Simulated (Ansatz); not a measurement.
TiO2 in the fluorite structure, relaxed with r2SCAN, was run in the plane-wave code Ansatz under altered settings. All numbers are computed, without spin polarisation but where a row says otherwise.

```xyz
3
Lattice="0.0000 2.3968 2.3968 2.3968 0.0000 2.3968 2.3968 2.3968 0.0000" Properties=species:S:1:pos:R:3 pbc="T T T"
Ti    0.0000    0.0000    0.0000
O     1.1984    1.1984    1.1984
O     3.5952    3.5952    3.5952
```

The base run's other keys:
```yaml
kpoints:
  mp_grid: { grid: [4, 4, 4] }
hamiltonian:
  xc: hse06
scf:
  occupations: { method: fixed }
  n_extra_bands: 4
```

It takes 14 iterations with 537 plane waves at 420 eV and 8 k points, and leaves a mean stress of -3.96 GPa. The gap over this mesh is 2.631 eV. It ran on 4 threads of Arm Neoverse V2 (shared host).

Outcomes, with energy and stress as changes against the base:
```csv
setting,outcome,ΔF (meV/atom),Δ mean stress (GPa),gap on the mesh (eV),iterations,wall time
"PBE hybrid, exx coeff 0.5, omega 0.2078 1/Å",converged,–,-8.9,4.344,24,3.3 s
"PBE hybrid, exx coeff 0.05, omega 0.3 1/Å",converged,–,+7.9,1.376,14,2.6 s
"PBE hybrid, exx coeff 0.1, omega 0.3 1/Å",converged,–,+6.0,1.620,14,2.7 s
"PBE hybrid, exx coeff 0.2, omega 0.3 1/Å",converged,–,+2.3,2.134,15,2.8 s
scf.exx.max_outer_iter: 1,refused,–,–,–,–,0.61 s
basis.ecutwfc: 900,converged,-4.6,0.0,2.631,16,6.7 s
```
A dash marks a value that wasn't obtained or can't be compared. Stress is positive in compression. The base took 2.8 s.

- PBE hybrid, exx coeff 0.5, omega 0.2078 1/Å. That is 50 % exact exchange, screened with ω = 0.2078 1/Å, against HSE06's 25 % screened at 0.208 1/Å. The mean stress moves by -8.9 GPa and the gap on the mesh by +1.713 eV (to 4.344). Totals of different functionals aren't comparable.
- PBE hybrid, exx coeff 0.05, omega 0.3 1/Å. That is 5 % exact exchange, screened with ω = 0.3 1/Å, against HSE06's 25 % screened at 0.208 1/Å. The mean stress moves by +7.9 GPa and the gap on the mesh by -1.255 eV (to 1.376). Totals of different functionals aren't comparable.
- PBE hybrid, exx coeff 0.1, omega 0.3 1/Å. That is 10 % exact exchange, screened with ω = 0.3 1/Å, against HSE06's 25 % screened at 0.208 1/Å. The mean stress moves by +6.0 GPa and the gap on the mesh by -1.011 eV (to 1.620). Totals of different functionals aren't comparable.
- PBE hybrid, exx coeff 0.2, omega 0.3 1/Å. That is 20 % exact exchange, screened with ω = 0.3 1/Å, against HSE06's 25 % screened at 0.208 1/Å. The mean stress moves by +2.3 GPa and the gap on the mesh by -0.497 eV (to 2.134). Totals of different functionals aren't comparable.
- scf.exx.max_outer_iter: 1. The input is refused before any iteration. Error: invalid value for `scf.exx.max_outer_iter`: an exchange loop that starts behind the semilocal warm-up accepts no state before cycle 2, and this deck runs one: type 2 or more, or drop the key

The stress of a hybrid is loosely converged in these runs.

The meshes of the hybrids are coarse, so their gaps aren't converged to the digits shown.
